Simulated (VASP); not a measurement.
Crystal: Ru.

```xyz
3
Lattice="4.4642 0.0000 0.0000 -2.2321 3.8661 0.0000 0.0000 0.0000 2.7368" Properties=species:S:1:pos:R:3 pbc="T T T"
Ru    0.0000    0.0000    0.0000
Ru    0.0000    2.5774    1.3684
Ru    2.2321    1.2887    1.3684
```

The cell was built by a generator and needn't be a form met in nature.

| Quantity | Value |
| --- | --- |
| Program | VASP 6.6.1 |
| Task | relaxation of cell and atoms |
| Functional | PBE |
| Potentials or basis | VASP PAW PBE potentials, release 64 (Ru_pv) |
| Cutoff | 600 eV |
| k mesh | 6 × 6 × 6 |
| Occupations | gaussian, width 0.1 eV |
| Spin | no spin polarisation |

At the start: pressure -24.7 GPa; volume 15.75 Å³/atom.

Q: Where does the relaxation end?

A: Over 6 steps the energy falls by 147.8 meV/atom and the volume is 14.13 Å³/atom (-10.3 %); space group P6/mmm (No. 191, to 0.05 Å).

The path:
| step | energy change (eV) | largest force (eV/Å) | pressure (GPa) | volume (Å³) |
| --- | --- | --- | --- | --- |
| 1 | 0.0000 | 0.0000 | -24.70 | 47.24 |
| 2 | 3.1811 | 0.0000 | 149.22 | 32.48 |
| 3 | -0.4346 | 0.0000 | -2.81 | 42.77 |
| 4 | -0.4388 | 0.0000 | -0.85 | 42.47 |
| 5 | -0.4394 | 0.0000 | 0.49 | 42.29 |
| 6 | -0.4435 | 0.0000 | 0.10 | 42.38 |

Final structure:
```
CELL_PARAMETERS angstrom
4.26468 0.00000 0.00000
-2.13234 3.69332 0.00000
0.00000 0.00000 2.69083
ATOMIC_POSITIONS crystal
Ru 0.00000 0.00000 0.00000
Ru 0.33333 0.66667 0.50000
Ru 0.66667 0.33333 0.50000
```

Caveat: the k mesh is coarse (spacing up to 0.38 Å⁻¹), so the values aren't converged.
